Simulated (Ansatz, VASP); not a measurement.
Two plane-wave programs on Ba

```
Ba
1.0
     3.96921    0.00000    0.00000
    -1.98460    3.43743    0.00000
     0.00000    0.00000    3.64634
Ba
1
Direct
  0.00000 0.00000 0.00000
```

Alike in both runs: functional PBE; k mesh 10 × 10 × 9; occupations fermi-dirac, width 0.08 eV; no spin polarisation.

Ansatz relaxed the structure, and its values are those at the end. VASP's run is a single point on that final structure, the one shown.

```csv
,VASP,Ansatz
version,VASP 6.6.1,Ansatz 0.2.0
potentials or method,"VASP PAW PBE potentials, release 64 (Ba_sv)","PAW with Ansatz's default frozen-core files, scalar-relativistic"
plane-wave cutoff (eV),520,420
valence electrons in the cell,10,10
```

|  | VASP | Ansatz | Ansatz less VASP |
| --- | --- | --- | --- |
| pressure (GPa) | 2.8 | 2.5 | -0.29 |

Spin-orbit coupling is left out, which matters for the levels of Ba.
